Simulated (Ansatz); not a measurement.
# BaTiO3: stress in a strained cell

BaTiO3 is deformed so: equal xy, yz and zx engineering shear strains of -1 %. What stress and forces result, by LAPW, PAW and all-electron datasets made for the crystal?

Computed with Ansatz 0.2.0 (DFT PBEsol, scalar-relativistic, unless a step's input says otherwise).

### 1 The structure to begin with

It takes space group P4/mmm (No. 123, tetragonal). The conventional cell has a = 4.000 Å, b = 4.000 Å, c = 4.018 Å, α = 90.00°, β = 90.00°, γ = 90.00°. Around Ba (site symmetry 4/mmm) lie 12 O at 2.83 Å. Around Ti (site symmetry 4/mmm) lie 6 O at 2.00 to 2.01 Å. O (site symmetry 4/mmm) has 2 Ti at 2.01 Å and 4 Ba at 2.83 Å as nearest neighbours. O (site symmetry mmm) is surrounded by 2 Ti at 2.00 Å and 4 Ba at 2.83 Å.

As a file:

```cif
data_structure
_symmetry_space_group_name_H-M 'P4/mmm'
_symmetry_Int_Tables_number 123
_cell_length_a 3.9998
_cell_length_b 3.9998
_cell_length_c 4.0180
_cell_angle_alpha 90.000
_cell_angle_beta 90.000
_cell_angle_gamma 90.000
_cell_volume 64.28
loop_
_atom_site_label
_atom_site_type_symbol
_atom_site_symmetry_multiplicity
_atom_site_Wyckoff_symbol
_atom_site_fract_x
_atom_site_fract_y
_atom_site_fract_z
_atom_site_occupancy
Ba1 Ba 1 a 0.00000 0.00000 0.00000 1
Ti1 Ti 1 d 0.50000 0.50000 0.50000 1
O1 O 1 c 0.50000 0.50000 0.00000 1
O2 O 2 e 0.50000 0.00000 0.50000 1
```

The file gives the conventional cell by its symmetry; the runs use the cell typed in the input.

Atoms are numbered in the order of the input: Ba1, Ti2, O3, O4, O5.

### 2 After the deformation

Space group P4/mmm before, C2/m after.

### 3 LAPW, all electrons

input.yaml reads:

```yaml
crystal:
  lattice:
    - [3.9998, -0.019999, -0.019999]
    - [-0.019999, 3.9998, -0.019999]
    - [-0.02009, -0.02009, 4.018]
  atoms:
    - { symbol: Ba, position: [0.0, 0.0, 0.0] }
    - { symbol: Ti, position: [0.5, 0.5, 0.5] }
    - { symbol: O, position: [0.5, 0.5, 0.0] }
    - { symbol: O, position: [0.5, 0.0, 0.5] }
    - { symbol: O, position: [0.0, 0.5, 0.5] }
kpoints:
  mp_grid: { grid: [7, 7, 7] }
  band_path:
    path:
      - [0.0, 0.0, 0.0]
      - [-0.5, 0.5, 0.0]
      - [-0.5, 0.5, 0.5]
      - [0.0, 0.0, 0.5]
      - [0.0, 0.0, 0.0]
      - [-0.5, 0.0, 0.5]
      - [0.0, 0.0, 0.0]
      - [-0.5, 0.0, 0.0]
    npoints: 5
scf:
  occupations: { method: fermi_dirac, width: 0.03 }
hamiltonian:
  xc: pbesol
  pseudopotentials: { kind: all_electron, lapw: { basis_error: 0.001 } }
output:
  forces: true
  stress: true
  eigenvalues: true
```

The run is started by

```
$ ansatz run input.yaml --threads 2 --pin off --max-ram 8192MiB --backend cpu --events-out ev --progress --plain --runs-dir out
```

### 4 Frozen-core PAW

input.yaml reads:

```yaml
crystal:
  lattice:
    - [3.9998, -0.019999, -0.019999]
    - [-0.019999, 3.9998, -0.019999]
    - [-0.02009, -0.02009, 4.018]
  atoms:
    - { symbol: Ba, position: [0.0, 0.0, 0.0] }
    - { symbol: Ti, position: [0.5, 0.5, 0.5] }
    - { symbol: O, position: [0.5, 0.5, 0.0] }
    - { symbol: O, position: [0.5, 0.0, 0.5] }
    - { symbol: O, position: [0.0, 0.5, 0.5] }
kpoints:
  mp_grid: { grid: [7, 7, 7] }
scf:
  occupations: { method: fermi_dirac, width: 0.03 }
hamiltonian:
  xc: pbesol
  pseudopotentials: { kind: paw }
output:
  forces: true
  stress: true
  eigenvalues: true
  efg: { contact_densities: true }
```

### 5 All-electron PAW on datasets made for the crystal

input.yaml, as its differences from that of step 4:

```diff
@@ -17,3 +17,3 @@
   xc: pbesol
-  pseudopotentials: { kind: paw }
+  pseudopotentials: { kind: all_electron, datasets: crystal }
 output:
```

(Steps that only read results are left out.)

Before running it: what results should come out? Wanted: pressure; largest shear or deviatoric stress.

The runs gave:

| quantity | value |
| --- | --- |
| pressure | LAPW -4.55, PAW -4.56, crystal datasets -4.55 GPa |
| largest shear or deviatoric stress (LAPW) | 1.20 GPa |

In words: The largest part of the stress beyond the pressure is 1.20 GPa in size; the atoms are carried along and not relaxed. No run of the undeformed cell stands beside it, so the pressure holds what the given cell had before the change. PAW: stress within 0.01 GPa of LAPW. Crystal datasets: stress within 0.01 GPa of LAPW. Spin-orbit coupling is left out, though the cell holds Ba; in elements this heavy it can shift bands and gaps by tenths of an eV.

These are semilocal Kohn-Sham gaps, which aren't the measured quantity. Such gaps usually fall short of the measured ones.
